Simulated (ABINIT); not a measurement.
Crystal: ZrS2.

```
Zr S
1.0
     3.69138    0.00000    0.00000
    -1.84569    3.19683    0.00000
     0.00000    0.00000    6.04108
Zr S
1 2
Direct
  0.00000 0.00000 0.00000
  0.33333 0.66667 0.23791
  0.66667 0.33333 0.76209
```

The cell is a database's computed one.

Program: ABINIT 10.8.3 (patched build). Alike in all runs: task single point; no spin polarisation; cell as given; smearing fermi-dirac 0.05 eV.

Problem. Order these runs on this cell by their band gap on the k mesh, lowest first.
A. level r2SCAN; potentials or basis JTH PAW PBE v2.0; k mesh 5 × 5 × 3; cutoff (eV) 653; fine-grid cutoff 1251.72 eV
B. level LDA; potentials or basis JTH PAW LDA v2.0; k mesh 10 × 10 × 6; cutoff (eV) 544; fine-grid cutoff 1088.46 eV
C. level PBEsol; potentials or basis JTH PAW PBE v2.0; k mesh 5 × 5 × 3; cutoff (eV) 544; fine-grid cutoff 1088.46 eV

Solution. B (0.91 eV), C (1.08 eV), A (1.47 eV).

Caveats: an odd mesh through Γ misses points on the zone boundary, where band edges often lie (some runs).

A k mesh can miss the band edges, odd and even meshes differently.
